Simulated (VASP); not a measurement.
InP in VASP 6.6.1, single-point calculation

INCAR

```
LREAL = .FALSE.
IBRION = -1
SIGMA = 0.02
PREC = Accurate
NELECT = 18.02
ISIF = 2
LASPH = .TRUE.
GGA = PE
ISMEAR = -1
LCHARG = .FALSE.
NBANDS = 16
LWAVE = .FALSE.
EDIFF = 1E-7
ENCUT = 520
NELM = 56
NSW = 0
```

KPOINTS

```
KPOINTS created by Atomic Simulation Environment
0
Gamma
8 8 8
0 0 0
```

POSCAR

```
In P
 1.0000000000000000
     0.0000000000000000    3.0719391402000000    3.0719391402000000
     3.0719391402000000    0.0000000000000000    3.0719391402000000
     3.0719391402000000    3.0719391402000000    0.0000000000000000
 In  P
   1   1
Cartesian
  0.0000000000000000  0.0000000000000000  0.0000000000000000
  1.5359695701000000  1.5359695701000000  1.5359695701000000
```

The recommended PBE PAW datasets give the neutral cell 18 valence electrons.

Command

```
mpirun -np 1 vasp_std
```

OSZICAR

```
N       E                     dE             d eps       ncg     rms          rms(c)
DAV:   1     0.111558982880E+03    0.11156E+03   -0.83169E+03   928   0.121E+03
DAV:   2    -0.708580520271E+00   -0.11227E+03   -0.10758E+03  1016   0.294E+02
DAV:   3    -0.839258767302E+01   -0.76840E+01   -0.76458E+01  1216   0.752E+01
DAV:   4    -0.860622367938E+01   -0.21364E+00   -0.21354E+00  1160   0.139E+01
DAV:   5    -0.861684584648E+01   -0.10622E-01   -0.10622E-01  1440   0.260E+00    0.460E+00
DAV:   6    -0.825200460805E+01    0.36484E+00   -0.63741E-01  1496   0.110E+01    0.275E+00
DAV:   7    -0.823584555655E+01    0.16159E-01   -0.12312E-01  1264   0.235E+00    0.112E+00
DAV:   8    -0.823688743410E+01   -0.10419E-02   -0.10989E-02  1144   0.116E+00    0.196E-01
DAV:   9    -0.823760726780E+01   -0.71983E-03   -0.13139E-03  1144   0.400E-01    0.135E-01
DAV:  10    -0.823774699573E+01   -0.13973E-03   -0.16711E-04  1312   0.112E-01    0.751E-02
DAV:  11    -0.823783257749E+01   -0.85582E-04   -0.13369E-04  1104   0.816E-02    0.305E-02
DAV:  12    -0.823783231375E+01    0.26375E-06   -0.64009E-06  1120   0.245E-02    0.836E-03
DAV:  13    -0.823783299011E+01   -0.67636E-06   -0.16432E-06  1168   0.663E-03    0.762E-03
DAV:  14    -0.823783325499E+01   -0.26489E-06   -0.28217E-07  1200   0.496E-03    0.146E-03
DAV:  15    -0.823783326409E+01   -0.90993E-08   -0.12759E-08   864   0.773E-04
   1 F= -.82378333E+01 E0= -.82375586E+01  d E =-.549393E-03
```

Standard output (part)

```
POSCAR found type information on POSCAR InP
 POSCAR found :  2 types and       2 ions
 LDA part: xc-table for (Slater+PW92), standard interpolation
 POSCAR, INCAR and KPOINTS ok, starting setup
 WAVECAR not read
 entering main loop
 the old and the new charge density differ
    0.460E+00
```

From OUTCAR

```
k-points           NKPTS =     29   k-points in BZ     NKDIM =     29   number of bands    NBANDS=     16

   NELECT =      18.0200    total number of electrons

   dimension x,y,z NGX =    32 NGY =   32 NGZ =   32
   dimension x,y,z NGXF=    64 NGYF=   64 NGZF=   64

  energy-cutoff  :      520.00
  volume of cell :       57.98
      direct lattice vectors                 reciprocal lattice vectors
     0.000000000  3.071939140  3.071939140    -0.162763641  0.162763641  0.162763641
     3.071939140  0.000000000  3.071939140     0.162763641 -0.162763641  0.162763641
     3.071939140  3.071939140  0.000000000     0.162763641  0.162763641 -0.162763641

 k-points in reciprocal lattice and weights: KPOINTS created by Atomic Simulation Env
   0.00000000  0.00000000  0.00000000       0.002
   0.12500000  0.00000000  0.00000000       0.016
   0.25000000  0.00000000  0.00000000       0.016
   0.37500000  0.00000000  0.00000000       0.016
   0.50000000  0.00000000  0.00000000       0.008
   0.12500000  0.12500000  0.00000000       0.012
   0.25000000  0.12500000  0.00000000       0.047
   0.37500000  0.12500000  0.00000000       0.047
   ...

 E-fermi :   4.8762

 k-point     1 :       0.0000    0.0000    0.0000
  band No.  band energies     occupation
      1     -10.2092      2.00000
      2     -10.2092      2.00000
      3     -10.2092      2.00000
      4     -10.1161      2.00000
      5     -10.1161      2.00000
      6      -6.8779      2.00000
      7       3.7063      2.00000
      8       3.7675      2.00000
      9       3.7675      2.00000
     10       3.7675      2.00000
     11       7.8190      0.00000
     12       7.8190      0.00000
     13       7.8190      0.00000
     14      11.7040      0.00000
     15      12.9720      0.00000
     16      12.9720      0.00000

 k-point     2 :       0.1250    0.0000    0.0000
  band No.  band energies     occupation
      1     -10.2192      2.00000
      2     -10.2048      2.00000
      3     -10.2048      2.00000
      4     -10.1161      2.00000
      5     -10.1161      2.00000
      6      -6.7365      2.00000
      7       2.1560      2.00000
      8       3.6212      2.00000
      9       3.6212      2.00000
     10       4.8796      0.91573
     11       7.8732      0.00000
     12       8.0506      0.00000
     13       8.0506      0.00000
     14      12.4128      0.00000
     15      12.4128      0.00000
     16      12.4513      0.00000

 k-point     3 :       0.2500    0.0000    0.0000
  band No.  band energies     occupation
      1     -10.2427      2.00000
      2     -10.1952      2.00000
      3     -10.1952      2.00000
      4     -10.1144      2.00000
      5     -10.1144      2.00000
      6      -6.3455      2.00000
      7       0.5486      2.00000
      8       3.3221      2.00000
      9       3.3221      2.00000
     10       5.1420      0.00000
     11       8.4310      0.00000
     12       8.4310      0.00000
     13       8.6835      0.00000
     14      12.1983      0.00000
     15      12.1983      0.00000
     16      12.5765      0.00000

 ...

  Total       -1.3382557     -1.3382557     -1.3382557      0.0000000     -0.0000000      0.0000000
  in kB      -36.9812745    -36.9812745    -36.9812745      0.0000000     -0.0000000      0.0000000
  external PRESSURE =     -36.9812745 kB  Pullay stress =       0.0000000 kB

 POSITION                                       TOTAL-FORCE (eV/Angst)
 -----------------------------------------------------------------------------------
      0.00000      0.00000      0.00000         0.000000      0.000000      0.000000
      1.53597      1.53597      1.53597        -0.000000     -0.000000     -0.000000
 -----------------------------------------------------------------------------------
    total drift:                               -0.000000     -0.000000     -0.000000

  FREE ENERGIE OF THE ION-ELECTRON SYSTEM (eV)
  ---------------------------------------------------
  free  energy   TOTEN  =        -8.2378332641 eV

  energy  without entropy=       -8.2372838716  energy(sigma->0) =       -8.23755857
```

It converged. Results: pressure -3.7 GPa.

The cell is charged and sits in a uniform background.

For comparison, a separate PBE run of the intended cell, on usual settings and not on those above, gives a gap of 0.00 eV on its mesh and a pressure of -4.4 GPa.

The run above took about 28 s on one core of a shared host (Intel Xeon Platinum 8488C) and held 0.19 GiB at most.
